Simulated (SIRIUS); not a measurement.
A run of SIRIUS 7.10.0:

Contents of run.py:

```python
import json, subprocess
import numpy as np
from ase import Atoms
from ase.io import read
from ase.calculators.calculator import Calculator, all_changes
from ase.units import Bohr, Hartree, GPa
from ase.calculators.mixing import SumCalculator
from dftd3.ase import DFTD3
from ase.optimize import BFGS
from ase.filters import FrechetCellFilter

class Sirius(Calculator):
    """Writes sirius.json, runs sirius.scf and reads out.json."""
    implemented_properties = ["energy", "free_energy", "forces", "stress", "magmom"]

    def __init__(self, config, files):
        super().__init__()
        self.config, self.files, self.calls = config, files, 0

    def calculate(self, atoms=None, properties=["energy"], system_changes=all_changes):
        super().calculate(atoms, properties, system_changes)
        symbols = atoms.get_chemical_symbols()
        types = list(dict.fromkeys(symbols))
        order = [i for t in types for i, s in enumerate(symbols) if s == t]
        frac = atoms.get_scaled_positions(wrap=False)
        m = atoms.get_initial_magnetic_moments()
        m = m if m.ndim == 2 else np.c_[0 * m, 0 * m, m]
        spin = self.config["parameters"]["num_mag_dims"] > 0
        rows = {t: [list(frac[i]) + (list(m[i]) if spin else []) for i in order if symbols[i] == t] for t in types}
        cell = {"lattice_vectors": (atoms.cell[:] / Bohr).tolist(), "atom_types": types, "atom_files": self.files, "atoms": rows}
        json.dump({**self.config, "unit_cell": cell}, open("sirius.json", "w"), indent=1)
        self.calls += 1
        with open(f"sirius_{self.calls:03d}.out", "w") as log:
            subprocess.run(["sirius.scf", "--input=sirius.json", "--output=out.json"], stdout=log, stderr=subprocess.STDOUT, check=True)
        gs = json.load(open("out.json"))["ground_state"]
        if not gs["converged"]:
            raise RuntimeError("SCF did not converge")
        self.results = {"energy": gs["energy"]["free"] * Hartree, "free_energy": gs["energy"]["free"] * Hartree}
        if "forces" in gs:
            f = np.zeros((len(atoms), 3))
            f[order] = np.array(gs["forces"]) * Hartree / Bohr
            self.results["forces"] = f
        if "stress" in gs:
            s = np.array(gs["stress"]) * Hartree / Bohr**3
            self.results["stress"] = s.flat[[0, 4, 8, 5, 2, 1]]
        if spin:
            self.results["magmom"] = gs["magnetisation"]["total"][2]

atoms = read("TiB2.cif")

config = {
    "control": {
        "processing_unit": 'cpu',
        "verbosity": 1,
        "print_forces": True,
        "print_stress": True,
    },
    "parameters": {
        "electronic_structure_method": 'pseudopotential',
        "xc_functionals": ['XC_GGA_X_PBE', 'XC_GGA_C_PBE'],
        "gk_cutoff": 9.2,
        "pw_cutoff": 18.4,
        "ngridk": [5, 5, 4],
        "shiftk": [0, 0, 0],
        "smearing": 'fermi_dirac',
        "smearing_width": 0.0018374661,
        "num_bands": 16,
        "num_mag_dims": 0,
        "num_dft_iter": 100,
        "energy_tol": 1e-08,
        "density_tol": 1e-06,
    },
    "iterative_solver": {
        "type": 'davidson',
        "min_tolerance": 1e-09,
        "tolerance_scale": [0.1, 0.25],
    },
    "mixer": {
        "type": 'anderson',
        "beta": 0.7,
        "max_history": 8,
    },
    "settings": {
        "tol_ne": 1e-10,
        "pseudo_grid_cutoff": 6.5,
    },
}
dft = Sirius(config, {'B': 'B.json', 'Ti': 'Ti.json'})
atoms.calc = SumCalculator([dft, DFTD3(method="pbe", damping="d3zero")])
results = {"symbols": atoms.get_chemical_symbols(), "cell": atoms.cell[:].tolist(), "frac": atoms.get_scaled_positions(wrap=False).tolist(), "steps": []}

def note():
    results["steps"].append({"energy": atoms.get_potential_energy(), "cell": atoms.cell[:].tolist(), "positions": atoms.positions.tolist(),
                             "forces": atoms.get_forces().tolist(), "stress": atoms.get_stress().tolist()})
    json.dump(results, open("results.json", "w"))

opt = BFGS(FrechetCellFilter(atoms, scalar_pressure=0.0 * GPa))
opt.attach(note)
results["converged"] = bool(opt.run(fmax=0.02, steps=30))
print("converged:", results["converged"])
print("cell parameters:", atoms.cell.cellpar().round(5))
print("volume per atom (A^3):", round(atoms.get_volume() / len(atoms), 4))
print(atoms.get_scaled_positions().round(6))
json.dump(results, open("results.json", "w"))
```

TiB2.cif

```cif
data_TiB2
_cell_length_a 3.02920000
_cell_length_b 3.02920000
_cell_length_c 3.22840000
_cell_angle_alpha 90.00000000
_cell_angle_beta 90.00000000
_cell_angle_gamma 120.00000000
_space_group_name_H-M_alt 'P1'
_space_group_name_Hall 'P 1'
_space_group_IT_number 1
loop_
_space_group_symop_operation_xyz
'x,y,z'
loop_
_atom_site_label
_atom_site_type_symbol
_atom_site_symmetry_multiplicity
_atom_site_Wyckoff_symbol
_atom_site_fract_x
_atom_site_fract_y
_atom_site_fract_z
_atom_site_occupancy
Ti1 Ti 1 a 0.0000000000 0.0000000000 0.0000000000 1
B1 B 1 a 0.6666666667 0.3333333333 0.5000000000 1
B2 B 1 a 0.3333333333 0.6666666667 0.5000000000 1
```

Potentials or basis: PseudoDojo 0.4.1 PBE standard (scalar relativistic).

Run with:

```sh
$ upf_to_json B.upf
$ upf_to_json Ti.upf
$ OMP_NUM_THREADS=1 python run.py
```

Hardware: 1 thread of Arm Neoverse V2, with other jobs on the host.

Problem. Estimate the wall time of this run.

Solution. Wall time 58 s on 1 thread of Arm Neoverse V2, on a shared host, peak memory 0.23 GiB. Counts: scf iterations 12, k points 15, plane waves 2291, bands 16, ion steps 5, scf runs 5.
